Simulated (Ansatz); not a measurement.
The system is Bi2Te3 (Tellurobismuthite).

```
Bi Te
1.0
     2.19300    1.26613   10.16567
    -2.19300    1.26613   10.16567
     0.00000   -2.53226   10.16567
Bi Te
2 3
Direct
  0.60000 0.60000 0.60000
  0.40000 0.40000 0.40000
  0.79050 0.79050 0.79050
  0.20950 0.20950 0.20950
  0.00000 0.00000 0.00000
```

Base run:

| Property | Result |
| --- | --- |
| Program | Ansatz 0.2.0 |
| Functional | BLYP |
| Potentials or basis | Ansatz PAW |
| Cutoff | 420 eV (not typed: the program's choice for these potentials) |
| k mesh | 7 × 7 × 7 |
| Occupations | fermi-dirac, width 0.05 eV |
| Spin | no spin polarisation |

Its results: band gap on the k mesh 0.33 eV, direct; pressure 5.4 GPa; largest force 0.060 eV/Å.

**Question.** After a change of settings the same cell gave: band gap on the k mesh 0.34 eV, direct; pressure 3.3 GPa; largest force 0.036 eV/Å. Which change was it?
A. functional from BLYP to RPBE
B. functional from BLYP to r2SCAN; cutoff from 420 eV (not typed: the program's choice for these potentials) to 500 eV (not typed: the program's choice for these potentials)
C. functional from BLYP to LDA
D. functional from BLYP to PBEsol

**Answer.** A.

Caveats: spin-orbit coupling is left out, which as a rule narrows the gap of such compounds by several tenths of an eV; the PAW data sets come from PBE, with cores solved anew for the run's functional, which leaves a small shift of forces and pressure.

Runs at the PBE level aren't shown here.
